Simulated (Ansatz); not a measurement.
MoS2 in Ansatz: the effect of functional

Slab: MoS2, a slab with vacuum.

```
Mo S
1.0
     3.11913    0.00000    0.00000
    -1.55956    2.70124    0.00000
     0.00000    0.00000   16.98073
Mo S
1 2
Direct
  0.00000 0.00000 0.00000
  0.33333 0.66667 0.91051
  0.33333 0.66667 0.08949
```

The cell isn't the ideal one: volume scaled by 0.94.

Alike in all runs:

```yaml
Program: Ansatz 0.2.0
Task: single point
Potentials_or_basis: Ansatz PAW
k_mesh: 10 × 10 × 2
Occupations: fermi-dirac, width 0.05 eV
Spin: no spin polarisation
```

```csv
functional,cutoff,gap on the mesh (eV),largest force (eV/Å)
LDA,420 eV (not typed: the program's choice for these potentials),1.90,0.70
PBEsol,420 eV (not typed: the program's choice for these potentials),1.90,0.96
r2SCAN,500 eV (not typed: the program's choice for these potentials),?,?
```

Problem. What does the run with functional r2SCAN give?

Solution. gap on the mesh 2.00 eV; largest force 1.17 eV/Å.

Caveats: the PAW data sets come from PBE, with cores solved anew for the run's functional, which leaves a small shift of forces and pressure.

A k mesh can miss the band edges.
